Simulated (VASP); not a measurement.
# SnTe (Fm-3m) in VASP: further runs

The runs below take SnTe through single point, with PBEsol.

Program: VASP 6.6.1. These are calculated values, not measurements. Logs are shortened: lines on timing, memory, paths and dates and some standing lists are left out, and cuts for length are marked.

**The experiment to reproduce.**

A printed reference work, textbook reports, for a bulk crystal of SnTe at 300 K: band gap 0.18 eV (direct).

The results are compared with them further down.

## (1) The cell of the first run

It takes space group Fm-3m (No. 225, cubic). The conventional cell has a = 6.313 Å, b = 6.313 Å, c = 6.313 Å, α = 90.00°, β = 90.00°, γ = 90.00°. Within 4.2 Å of Sn (site symmetry m-3m) lie 6 Te at 3.16 Å. Within 4.2 Å of Te (site symmetry m-3m) lie 6 Sn at 3.16 Å.

## (2) Single point, PBEsol

File INCAR:

```
SYSTEM = SnTe
ALGO = Normal
EDIFF = 1E-7
ENCUT = 520
GGA = PS
ISIF = 2
ISMEAR = 0
LASPH = .True.
LCHARG = .False.
LREAL = .False.
LWAVE = .False.
NBANDS = 17
NELM = 80
PREC = Accurate
SIGMA = 0.03
```

File KPOINTS:

```
k-points
0
Gamma
  10 10 10
  0 0 0
```

File POSCAR:

```
SnTe
1.0
    0.0000000000      3.1565000000      3.1565000000
    3.1565000000      0.0000000000      3.1565000000
    3.1565000000      3.1565000000      0.0000000000
Sn Te
1 1
Direct
    0.0000000000      0.0000000000      0.0000000000
    0.5000000000      0.5000000000      0.5000000000
```

Potentials or basis: VASP PAW PBE potentials, release 64 (Sn_d, Te).

Launch:

```
cat potpaw_PBE.64/Sn_d/POTCAR potpaw_PBE.64/Te/POTCAR > POTCAR
mpirun -np 1 vasp_std > vasp.out
```

OUTCAR:

```text
SYSTEM = SnTe
   EDIFF = 1E-7
   ENCUT = 520
   GGA = PS
   ISIF = 2
   ISMEAR = 0
   LASPH = .True.
   LREAL = .False.
   NELM = 80
   PREC = Accurate

 ion  position               nearest neighbor table
   1  0.000  0.000  0.000-   2 3.16   2 3.16   2 3.16   2 3.16   2 3.16   2 3.16
   2  0.500  0.500  0.500-   1 3.16   1 3.16   1 3.16   1 3.16   1 3.16   1 3.16

  LATTYP: Found a face centered cubic cell.
 ALAT       =     6.3130000000

  Lattice vectors:

 A1 = (   0.0000000000,   3.1565000000,   3.1565000000)
 A2 = (   3.1565000000,   0.0000000000,   3.1565000000)
 A3 = (   3.1565000000,   3.1565000000,   0.0000000000)

Analysis of symmetry for initial positions (statically):
=====================================================================
 Subroutine PRICEL returns:
 Original cell was already a primitive cell.

 Routine SETGRP: Setting up the symmetry group for a
 face centered cubic supercell.

 Subroutine GETGRP returns: Found 48 space group operations
 (whereof 48 operations were pure point group operations)
 out of a pool of 48 trial point group operations.

The static configuration has the point symmetry O_h .

Analysis of symmetry for dynamics (positions and initial velocities):
=====================================================================
 Subroutine PRICEL returns:
 Original cell was already a primitive cell.

 Routine SETGRP: Setting up the symmetry group for a
 face centered cubic supercell.

 Subroutine GETGRP returns: Found 48 space group operations
 (whereof 48 operations were pure point group operations)
 out of a pool of 48 trial point group operations.

The dynamic configuration has the point symmetry O_h .

 Subroutine INISYM returns: Found 48 space group operations
 (whereof 48 operations are pure point group operations),
 and found     1 'primitive' translations

----------------------------------------------------------------------------------------

                                     Primitive cell

  volume of cell :      62.8995

  direct lattice vectors                    reciprocal lattice vectors
     0.000000000  3.156500000  3.156500000    -0.158403295  0.158403295  0.158403295
     3.156500000  0.000000000  3.156500000     0.158403295 -0.158403295  0.158403295
     3.156500000  3.156500000  0.000000000     0.158403295  0.158403295 -0.158403295

  length of vectors
     4.463965110  4.463965110  4.463965110     0.274362555  0.274362555  0.274362555

  position of ions in fractional coordinates (direct lattice)
     0.000000000  0.000000000  0.000000000
     0.500000000  0.500000000  0.500000000

  ion indices of the primitive-cell ions
   primitive index   ion index
                 1           1
                 2           2

----------------------------------------------------------------------------------------

 KPOINTS: k-points

Automatic generation of k-mesh.
 Grid dimensions read from file:
 generate k-points for:   10   10   10

 Generating k-lattice:

  Cartesian coordinates                     Fractional coordinates (reciprocal lattice)
    -0.015840329  0.015840329  0.015840329     0.100000000  0.000000000  0.000000000
     0.015840329 -0.015840329  0.015840329     0.000000000  0.100000000  0.000000000
     0.015840329  0.015840329 -0.015840329     0.000000000  0.000000000  0.100000000

  Length of vectors
     0.027436255  0.027436255  0.027436255

  Shift w.r.t. Gamma in fractional coordinates (k-lattice)
     0.000000000  0.000000000  0.000000000

 Subroutine IBZKPT returns following result:
 ===========================================

 Found     47 irreducible k-points:

 Following reciprocal coordinates:
            Coordinates               Weight
  0.000000  0.000000  0.000000      1.000000
  0.100000  0.000000  0.000000      8.000000
  0.200000  0.000000  0.000000      8.000000
  0.300000  0.000000  0.000000      8.000000
  0.400000  0.000000  0.000000      8.000000
  0.500000  0.000000  0.000000      4.000000
[... 16 lines left out ...]
  0.300000  0.300000  0.000000      6.000000
  0.400000  0.300000  0.000000     24.000000
 [... further k-points ...]
   k-points           NKPTS =     47   k-points in BZ     NKDIM =     47   number of bands    NBANDS=     17
   number of dos      NEDOS =    301   number of ions     NIONS =      2
   total plane-waves  NPLWV =  46656
   dimension x,y,z NGX =    36 NGY =   36 NGZ =   36
   dimension x,y,z NGXF=    72 NGYF=   72 NGZF=   72
   ions per type =               1   1
   NGX,Y,Z   is equivalent  to a cutoff of  13.41, 13.41, 13.41 a.u.
   NGXF,Y,Z  is equivalent  to a cutoff of  26.81, 26.81, 26.81 a.u.
 SYSTEM =  SnTe
   PREC   = accura    normal or accurate (medium, high low for compatibility)
   ISTART =      0    job   : 0-new  1-cont  2-samecut
   ICHARG =      2    charge: 1-file 2-atom 10-const
   ISPIN  =      1    spin polarized calculation?
   LNONCOLLINEAR =      F non collinear calculations
   LSORBIT =      F    spin-orbit coupling
   LASPH  =      T    aspherical Exc in radial PAW
   ENCUT  =  520.0 eV  38.22 Ry    6.18 a.u.   8.30  8.30  8.30*2*pi/ulx,y,z
   NELM   =     80;   NELMIN=  2; NELMDL= -5     # of ELM steps
   EDIFF  = 0.1E-06   stopping-criterion for ELM
   LREAL  =      F    real-space projection
   EDIFFG = 0.1E-05   stopping-criterion for IOM
   NSW    =      0    number of steps for IOM
   IBRION =     -1    ionic relax: 0-MD 1-quasi-New 2-CG
   NFREE  =      0    steps in history (QN), initial steepest desc. (CG)
   ISIF   =      2    stress and relaxation
   ISYM   =      2    0-nonsym 1-usesym 2-fastsym
   POTIM  = 0.5000    time-step for ionic-motion
   TEBEG  =    0.0;   TEEND  =   0.0 temperature during run
   PSTRESS=    0.0 pullay stress
   NELECT =      20.0000    total number of electrons
   NUPDOWN=      -1.0000    fix difference up-down
   EMIN   =  10.00;   EMAX   =-10.00  energy-range for DOS
   EFERMI =   0.00;   METHOD = LEGACY
   ISMEAR =     0;   SIGMA  =   0.03  broadening in eV -4-tet -1-fermi 0-gaus
   EFERMI_NEDOS =   21; number of points for ismear=-14 and -15
   IALGO  =     38    algorithm
   IMIX   =      4    mixing-type and parameters
     AMIX     =   0.40;   BMIX     =  1.00
     AMIX_MAG =   1.60;   BMIX_MAG =  1.00
  volume/ion in A,a.u.               =      31.45       212.23
  Fermi-wavevector in a.u.,A,eV,Ry     =   1.117384  2.111549 16.987507  1.248547
  Thomas-Fermi vector in A             =   2.254006
   LORBIT       =      0    0 simple, 1 ext, 2 COOP (PROOUT), +10 PAW based schemes
   GGA     = PS    functional components
   LHFCALC =     F    Hartree Fock is set to
   AEXX    =    0.0000 exact exchange contribution
   IVDW    =     0    specifies the selected vdW correction
   LEPSILON=     F    determine dielectric tensor
   LRPA    =     F    only Hartree local field effects (RPA)
 non-spin polarized calculation
 Gauss-broadening in eV      SIGMA  =   0.03
  energy-cutoff  :      520.00
  volume of cell :       62.90
 maximum number of plane-waves:      1717
 NGX is ok and might be reduce to    36
   NGX = 17   NGY = 17   NGZ = 17

 number of electron      19.9999999 magnetization

 Free energy of the ion-electron system (eV)
  ---------------------------------------------------
  ext. energy  EPLUGINS =         0.00000000
  ---------------------------------------------------
  free energy    TOTEN  =        -8.33789658 eV

  energy without entropy =       -8.33789496  energy(sigma->0) =       -8.33789577

 E-fermi :   6.7527     XC(G=0):  -9.6293

 val. band max:        6.6895994612   @ k =   0.5000   0.0000   0.0000
 cond. band min:       6.8157869781   @ k =   0.5000   0.0000   0.0000
 fundamental gap:      0.1261875170
 Fermi energy:         6.7526932096

 k-point     1 :       0.0000    0.0000    0.0000
  band No.  band energies     occupation
      1     -15.0432      2.00000
      2     -15.0432      2.00000
      3     -15.0366      2.00000
      4     -15.0366      2.00000
      5     -15.0366      2.00000
      6      -6.0430      2.00000
[... 9 lines left out ...]
     16      11.4622      0.00000
     17      13.4382      0.00000

 k-point     2 :       0.1000    0.0000    0.0000
  band No.  band energies     occupation
      1     -15.0436      2.00000
      2     -15.0436      2.00000
      3     -15.0365      2.00000
      4     -15.0361      2.00000
      5     -15.0361      2.00000
      6      -5.9589      2.00000
[... 9 lines left out ...]
     16      11.6717      0.00000
     17      14.1813      0.00000

 k-point     3 :       0.2000    0.0000    0.0000
  band No.  band energies     occupation
      1     -15.0447      2.00000
      2     -15.0447      2.00000
      3     -15.0360      2.00000
      4     -15.0344      2.00000
      5     -15.0344      2.00000
      6      -5.7157      2.00000
[... 9 lines left out ...]
     16      12.2538      0.00000
     17      15.6690      0.00000

 k-point     4 :       0.3000    0.0000    0.0000
  band No.  band energies     occupation
      1     -15.0464      2.00000
      2     -15.0464      2.00000
      3     -15.0355      2.00000
      4     -15.0322      2.00000
      5     -15.0322      2.00000
      6      -5.3497      2.00000
[... 9 lines left out ...]
     16      13.1701      0.00000
     17      17.4229      0.00000
[... 343 lines left out ...]
      1     -15.0470      2.00000
      2     -15.0463      2.00000
      3     -15.0350      2.00000
      4     -15.0327      2.00000
      5     -15.0314      2.00000
      6      -5.2315      2.00000
[... 9 lines left out ...]
     16      14.7829      0.00000
     17      15.2194      0.00000

 k-point    23 :       0.3000    0.3000    0.0000
  band No.  band energies     occupation
      1     -15.0539      2.00000
      2     -15.0401      2.00000
      3     -15.0391      2.00000
      4     -15.0296      2.00000
      5     -15.0296      2.00000
      6      -5.1411      2.00000
[... 9 lines left out ...]
     16      15.2769      0.00000
     17      15.2804      0.00000

 k-point    24 :       0.4000    0.3000    0.0000
  band No.  band energies     occupation
      1     -15.0559      2.00000
      2     -15.0402      2.00000
      3     -15.0391      2.00000
      4     -15.0284      2.00000
      5     -15.0281      2.00000
      6      -4.8612      2.00000
[... 9 lines left out ...]
     16      15.8926      0.00000
     17      16.3498      0.00000

 [... further k-points ...]
[... 5 lines left out ...]
  --------------------------------------------------------------------------------------
  -------------------------------------------------------------------------------------
  Total       -0.2139674     -0.2139674     -0.2139674      0.0000000      0.0000000      0.0000000
  in kB       -5.4501795     -5.4501795     -5.4501795      0.0000000      0.0000000      0.0000000
  external PRESSURE =      -5.4501795 kB  Pullay stress =       0.0000000 kB

 VOLUME and BASIS-vectors are now :
 -----------------------------------------------------------------------------
  energy-cutoff  :      520.00
  volume of cell :       62.90
      direct lattice vectors                 reciprocal lattice vectors
     0.000000000  3.156500000  3.156500000    -0.158403295  0.158403295  0.158403295
     3.156500000  0.000000000  3.156500000     0.158403295 -0.158403295  0.158403295
     3.156500000  3.156500000  0.000000000     0.158403295  0.158403295 -0.158403295

 POSITION                                       TOTAL-FORCE (eV/Angst)
 -----------------------------------------------------------------------------------
      0.00000      0.00000      0.00000        -0.000000      0.000000      0.000000
      3.15650      3.15650      3.15650         0.000000     -0.000000     -0.000000
 -----------------------------------------------------------------------------------
    total drift:                               -0.000000      0.000000      0.000000

  FREE ENERGIE OF THE ION-ELECTRON SYSTEM (eV)
  ---------------------------------------------------
  free  energy   TOTEN  =        -8.3378965836 eV

  energy  without entropy=       -8.3378949592  energy(sigma->0) =       -8.33789577
```

It took 87 s on 1 thread of Intel Xeon Platinum 8259CL at 2.50GHz (Skylake/Cascade Lake), shared host; peak memory 0.22 GiB.

What came out:

```
Free energy            : -8.3379 eV
Pressure               : -0.5 GPa
Band gap on the k mesh : 0.13 eV, direct
```

Caveat: the PAW data sets were made with another functional, which shifts forces and pressure a little; spin-orbit coupling is left out, which moves the levels of the heavy elements.

## (3) Single point, PBEsol

File INCAR:

```
  ALGO = Normal
  EDIFF = 1E-6
  ENCUT = 520
  GGA = PS
  ISIF = 2
  ISMEAR = 0
  LASPH = T
  LCHARG = T
  LELF = T
  LREAL = F
  LVHAR = T
  LWAVE = F
  NBANDS = 17
  NELM = 100
  PREC = Accurate
  SIGMA = 0.03
```

File KPOINTS:

```
k-points
0
Gamma
  10 10 10
```

POSCAR is that of step 2.

Potentials or basis: VASP PAW PBE potentials, release 64 (Sn_d, Te).

Launch:

```
cat potpaw_PBE.64/Sn_d/POTCAR potpaw_PBE.64/Te/POTCAR > POTCAR
mpirun -np 1 vasp_std > vasp.out
```

Wall time 75 s (1 thread of Intel Xeon Platinum 8259CL at 2.50GHz (Skylake/Cascade Lake), shared host); peak memory 0.22 GiB.

Results (log left out):

```
Free energy            : -8.3379 eV
Pressure               : -0.6 GPa
Band gap on the k mesh : 0.13 eV, direct
```

Levels at points of the mesh, in eV from the valence-band top:
```csv
k point,band 6,band 7,band 8,band 9,band 10,band 11,band 12,band 13,band 14,band 15
"(0.00, 0.00, 0.00)",-12.73,-4.69,-2.07,-2.07,-2.07,3.37,3.37,3.37,4.77,4.77
"(0.50, 0.00, 0.00)",-11.46,-8.28,-1.73,-1.73,0.00,0.13,0.40,0.40,7.72,8.74
"(0.50, 0.50, 0.00)",-11.16,-6.44,-5.52,-3.67,-3.67,2.17,4.93,4.93,6.37,9.07
```

Caveat: the PAW data sets were made with another functional, which shifts forces and pressure a little; spin-orbit coupling is left out, which moves the levels of the heavy elements.

## (4) Comparison with measurements

Step 2. Against the measured gap of SnTe, 0.18 eV (direct; 300 K; a printed reference work, textbook), the calculated 0.13 eV is off by -0.05 eV. Spin-orbit coupling on Sn, Te is left out. The value is that of PBEsol on a finite k mesh, which can miss the band edges, without temperature or zero-point motion. Semilocal functionals fall short of measured gaps as a rule.

Step 3. A measured gap of SnTe is 0.18 eV (direct; 300 K; a printed reference work, textbook); the calculated 0.13 eV misses it by -0.05 eV. Spin-orbit coupling on Sn, Te is left out. The value is that of PBEsol on a finite k mesh, which can miss the band edges, without temperature or zero-point motion. Semilocal functionals fall short of measured gaps as a rule.
